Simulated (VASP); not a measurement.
# SnSe2 in VASP: a series of runs

Runs on SnSe2. Level: PBE. Tasks: single point.

Program: VASP 6.6.1. These are calculated values, not measurements. Logs are shortened: lines on timing, memory, paths and dates and some standing lists are left out, and cuts for length are marked.

**1. The structure**

The cell holds a slab with vacuum, 3 atoms: a = 3.811 Å, b = 3.811 Å, c = 9.056 Å, α = 90.00°, β = 90.00°, γ = 120.00°.

**2. Single point, PBE**

INCAR

```
SYSTEM = SnSe2
PREC = Accurate
ENCUT = 460
EDIFF = 1E-7
ISMEAR = 0
SIGMA = 0.05
LREAL = .FALSE.
LASPH = .TRUE.
NELM = 120
ALGO = Normal
ISIF = 2
LWAVE = .FALSE.
LCHARG = .FALSE.
GGA = PE
NBANDS = 24
LVHAR = .TRUE.
LVACPOTAV = .TRUE.
IDIPOL = 3
```

KPOINTS

```
regular mesh
0
G
  7 7 1
  0 0 0
```

POSCAR

```
SnSe2
1.0
    3.8110000000      0.0000000000      0.0000000000
   -1.9055000000      3.3004228100      0.0000000000
    0.0000000000      0.0000000000      9.0557280000
Se Sn
2 1
Direct
    0.6666666667      0.3333333333      0.3312820350
    0.3333333333      0.6666666667      0.6687179650
    0.0000000000      0.0000000000      0.5000000000
```

Potentials or basis: VASP PAW PBE potentials, release 64 (Se, Sn_d).

Launch:

```bash
$ cat potpaw_PBE.64/Se/POTCAR potpaw_PBE.64/Sn_d/POTCAR > POTCAR
$ mpirun -np 1 vasp_std > vasp.out
```

OUTCAR:

```text
SYSTEM = SnSe2
   PREC = Accurate
   ENCUT = 460
   EDIFF = 1E-7
   ISMEAR = 0
   LREAL = .FALSE.
   LASPH = .TRUE.
   NELM = 120
   ISIF = 2
   GGA = PE

 Found      8 irreducible k-points:

 Following reciprocal coordinates:
            Coordinates               Weight
  0.000000  0.000000  0.000000      1.000000
  0.142857 -0.000000  0.000000      6.000000
  0.285714 -0.000000  0.000000      6.000000
  0.428571  0.000000  0.000000      6.000000
  0.142857  0.142857  0.000000      6.000000
  0.285714  0.142857  0.000000     12.000000
   k-points           NKPTS =      8   k-points in BZ     NKDIM =      8   number of bands    NBANDS=     24
   number of dos      NEDOS =    301   number of ions     NIONS =      3
   total plane-waves  NPLWV =  50176
   dimension x,y,z NGX =    28 NGY =   28 NGZ =   64
   dimension x,y,z NGXF=    56 NGYF=   56 NGZF=  128
   ions per type =               2   1
   NGX,Y,Z   is equivalent  to a cutoff of  12.21, 12.21, 11.75 a.u.
   NGXF,Y,Z  is equivalent  to a cutoff of  24.43, 24.43, 23.50 a.u.
 SYSTEM =  SnSe2
   PREC   = accura    normal or accurate (medium, high low for compatibility)
   ISTART =      0    job   : 0-new  1-cont  2-samecut
   ICHARG =      2    charge: 1-file 2-atom 10-const
   ISPIN  =      1    spin polarized calculation?
   LNONCOLLINEAR =      F non collinear calculations
   LSORBIT =      F    spin-orbit coupling
   LASPH  =      T    aspherical Exc in radial PAW
   ENCUT  =  460.0 eV  33.81 Ry    5.81 a.u.   6.66  6.66 15.84*2*pi/ulx,y,z
   NELM   =    120;   NELMIN=  2; NELMDL= -5     # of ELM steps
   EDIFF  = 0.1E-06   stopping-criterion for ELM
   LREAL  =      F    real-space projection
   EDIFFG = 0.1E-05   stopping-criterion for IOM
   NSW    =      0    number of steps for IOM
   IBRION =     -1    ionic relax: 0-MD 1-quasi-New 2-CG
   NFREE  =      0    steps in history (QN), initial steepest desc. (CG)
   ISIF   =      2    stress and relaxation
   ISYM   =      2    0-nonsym 1-usesym 2-fastsym
   POTIM  = 0.5000    time-step for ionic-motion
   TEBEG  =    0.0;   TEEND  =   0.0 temperature during run
   PSTRESS=    0.0 pullay stress
   NELECT =      26.0000    total number of electrons
   NUPDOWN=      -1.0000    fix difference up-down
   EMIN   =  10.00;   EMAX   =-10.00  energy-range for DOS
   EFERMI =   0.00;   METHOD = LEGACY
   ISMEAR =     0;   SIGMA  =   0.05  broadening in eV -4-tet -1-fermi 0-gaus
   EFERMI_NEDOS =   21; number of points for ismear=-14 and -15
   IALGO  =     38    algorithm
   IMIX   =      4    mixing-type and parameters
     AMIX     =   0.40;   BMIX     =  1.00
     AMIX_MAG =   1.60;   BMIX_MAG =  1.00
  volume/ion in A,a.u.               =      37.97       256.22
  Fermi-wavevector in a.u.,A,eV,Ry     =   1.000511  1.890692 13.619742  1.001023
  Thomas-Fermi vector in A             =   2.132872
   LORBIT       =      0    0 simple, 1 ext, 2 COOP (PROOUT), +10 PAW based schemes
   GGA     = PE    functional components
   LHFCALC =     F    Hartree Fock is set to
   AEXX    =    0.0000 exact exchange contribution
   IVDW    =     0    specifies the selected vdW correction
   LEPSILON=     F    determine dielectric tensor
   LRPA    =     F    only Hartree local field effects (RPA)
 non-spin polarized calculation
 Gauss-broadening in eV      SIGMA  =   0.05
  energy-cutoff  :      460.00
  volume of cell :      113.90
 maximum number of plane-waves:      2587
 NGX is ok and might be reduce to    28
   NGX = 13   NGY = 13   NGZ = 31

 number of electron      26.0000010 magnetization

 Free energy of the ion-electron system (eV)
  ---------------------------------------------------
  ext. energy  EPLUGINS =         0.00000000
  ---------------------------------------------------
  free energy    TOTEN  =       -11.76147773 eV

  energy without entropy =      -11.76147773  energy(sigma->0) =      -11.76147773

 E-fermi :   1.0933     XC(G=0):  -7.1313

 val. band max:        0.7618861039   @ k =   0.1429  -0.0000   0.0000
 cond. band min:       1.8249013266   @ k =   0.4286   0.0000   0.0000
 fundamental gap:      1.0630152227
 Fermi energy:         1.0932911502

 k-point     1 :       0.0000    0.0000    0.0000
  band No.  band energies     occupation
      1     -20.3598      2.00000
      2     -20.3598      2.00000
      3     -20.3199      2.00000
      4     -20.3058      2.00000
      5     -20.3058      2.00000
      6     -12.9643      2.00000
      7     -11.4257      2.00000
      8      -4.6417      2.00000
      9      -0.1476      2.00000
     10       0.2055      2.00000
     11       0.2055      2.00000
     12       0.6383      2.00000
     13       0.6383      2.00000
     14       2.4384      0.00000
     15       3.8541      0.00000
     16       5.4477      0.00000
     17       5.4477      0.00000
     18       6.3358      0.00000
     19       9.5013      0.00000
     20       9.6262      0.00000
     21       9.6262      0.00000
     22       9.8687      0.00000
     23      11.3251      0.00000
     24      11.5673      0.00000

 k-point     2 :       0.1429   -0.0000    0.0000
  band No.  band energies     occupation
      1     -20.3700      2.00000
      2     -20.3531      2.00000
      3     -20.3149      2.00000
      4     -20.3093      2.00000
      5     -20.3042      2.00000
      6     -12.7618      2.00000
      7     -11.2866      2.00000
      8      -4.7326      2.00000
      9      -1.2456      2.00000
     10      -0.3793      2.00000
     11      -0.2604      2.00000
     12      -0.0472      2.00000
     13       0.7619      2.00000
     14       3.1855      0.00000
     15       4.5683      0.00000
     16       5.4899      0.00000
     17       5.9334      0.00000
     18       7.0393      0.00000
     19       8.1459      0.00000
     20       9.5850      0.00000
     21       9.7591      0.00000
     22      10.0173      0.00000
     23      11.2541      0.00000
     24      12.0737      0.00000

 k-point     3 :       0.2857   -0.0000    0.0000
  band No.  band energies     occupation
      1     -20.3956      2.00000
      2     -20.3430      2.00000
      3     -20.3212      2.00000
      4     -20.2969      2.00000
      5     -20.2954      2.00000
      6     -12.1993      2.00000
      7     -10.9773      2.00000
      8      -5.3240      2.00000
      9      -2.7898      2.00000
     10      -1.3194      2.00000
     11      -1.1423      2.00000
     12       0.1326      2.00000
     13       0.6379      2.00000
     14       2.5540      0.00000
     15       5.0149      0.00000
     16       6.5405      0.00000
     17       6.6615      0.00000
     18       7.2045      0.00000
     19       7.9290      0.00000
     20       9.6393      0.00000
     21      10.0984      0.00000
     22      11.0507      0.00000
     23      11.5084      0.00000
     24      12.7069      0.00000

 k-point     4 :       0.4286    0.0000    0.0000
  band No.  band energies     occupation
      1     -20.4171      2.00000
      2     -20.3399      2.00000
      3     -20.3278      2.00000
      4     -20.2844      2.00000
      5     -20.2833      2.00000
      6     -11.4999      2.00000
      7     -10.8306      2.00000
      8      -6.1961      2.00000
      9      -3.6234      2.00000
     10      -1.5945      2.00000
     11      -1.4991      2.00000
     12       0.1787      2.00000
     13       0.4835      2.00000
     14       1.8249      0.00000
     15       4.9889      0.00000
     16       6.4462      0.00000
     17       6.8644      0.00000
     18       6.9838      0.00000
     19       8.3892      0.00000
     20       9.9799      0.00000
     21      11.2374      0.00000
     22      11.8808      0.00000
     23      12.5300      0.00000
     24      13.0242      0.00000

 k-point     5 :       0.1429    0.1429    0.0000
  band No.  band energies     occupation
      1     -20.3841      2.00000
      2     -20.3494      2.00000
      3     -20.3148      2.00000
      4     -20.3085      2.00000
      5     -20.2953      2.00000
      6     -12.3769      2.00000
      7     -11.0590      2.00000
      8      -5.0745      2.00000
      9      -2.1042      2.00000
     10      -1.9224      2.00000
     11      -0.4239      2.00000
     12       0.0379      2.00000
     13       0.3385      2.00000
     14       3.2581      0.00000
     15       5.4855      0.00000
     16       5.6158      0.00000
     17       6.6104      0.00000
     18       7.6237      0.00000
     19       7.7777      0.00000
     20       8.8091      0.00000
     21       9.8858      0.00000
     22      10.5161      0.00000
     23      11.9338      0.00000
     24      12.2372      0.00000

 k-point     6 :       0.2857    0.1429    0.0000
  band No.  band energies     occupation
      1     -20.4021      2.00000
      2     -20.3490      2.00000
      3     -20.3200      2.00000
      4     -20.2981      2.00000
      5     -20.2835      2.00000
      6     -11.7191      2.00000
      7     -10.8143      2.00000
      8      -5.8908      2.00000
      9      -3.2145      2.00000
     10      -2.2011      2.00000
     11      -1.3541      2.00000
     12      -0.1907      2.00000
     13       0.4228      2.00000
     14       2.7778      0.00000
     15       5.8530      0.00000
     16       6.2684      0.00000
     17       6.8329      0.00000
     18       7.4771      0.00000
     19       8.1155      0.00000
     20       9.2343      0.00000
     21      10.7506      0.00000
     22      11.0068      0.00000
     23      11.8380      0.00000
     24      12.2075      0.00000

 [... further k-points ...]

------------------------ aborting loop because EDIFF is reached ----------------------------------------

 dipolmoment           0.000000      0.000000      0.000000 electrons x Angstroem

  FORCE on cell =-STRESS in cart. coord.  units (eV):
  Direction    XX          YY          ZZ          XY          YZ          ZX
  --------------------------------------------------------------------------------------
  -------------------------------------------------------------------------------------
  Total        2.1815562      2.1815562      2.7323825      0.0000000      0.0000000      0.0000000
  in kB       30.6863398     30.6863397     38.4344072      0.0000000      0.0000000      0.0000000
  external PRESSURE =      33.2690289 kB  Pullay stress =       0.0000000 kB

 VOLUME and BASIS-vectors are now :
 -----------------------------------------------------------------------------
  energy-cutoff  :      460.00
  volume of cell :      113.90
      direct lattice vectors                 reciprocal lattice vectors
     3.811000000  0.000000000  0.000000000     0.262398321  0.151495741  0.000000000
    -1.905500000  3.300422810  0.000000000     0.000000000  0.302991482  0.000000000
     0.000000000  0.000000000  9.055728000     0.000000000  0.000000000  0.110427345

 POSITION                                       TOTAL-FORCE (eV/Angst)
 -----------------------------------------------------------------------------------
      1.90550      1.10014      3.00000         0.000000      0.000000     -0.877320
     -0.00000      2.20028      6.05573        -0.000000      0.000000      0.877320
      0.00000      0.00000      4.52786         0.000000      0.000000      0.000000
 -----------------------------------------------------------------------------------
    total drift:                               -0.000000      0.000000      0.000000

  FREE ENERGIE OF THE ION-ELECTRON SYSTEM (eV)
  ---------------------------------------------------
  free  energy   TOTEN  =       -11.7614777346 eV

  energy  without entropy=      -11.7614777346  energy(sigma->0) =      -11.76147773
```

Wall time 11 s (1 thread of Intel Xeon 6975P-C (Granite Rapids), shared host); peak memory 0.21 GiB.

The run converged, but some of its settings lie outside the range that counts as converged, so its numbers aren't taken as properties of the slab.

Results:

```
Free energy            : -11.7615 eV
Largest force          : 0.877 eV/Å
Band gap on the k mesh : 1.06 eV, indirect (least direct gap 1.34 eV)
```

Caveat: spin-orbit coupling is left out, which moves the levels of the heavy elements.

[end of part 1 of 2]
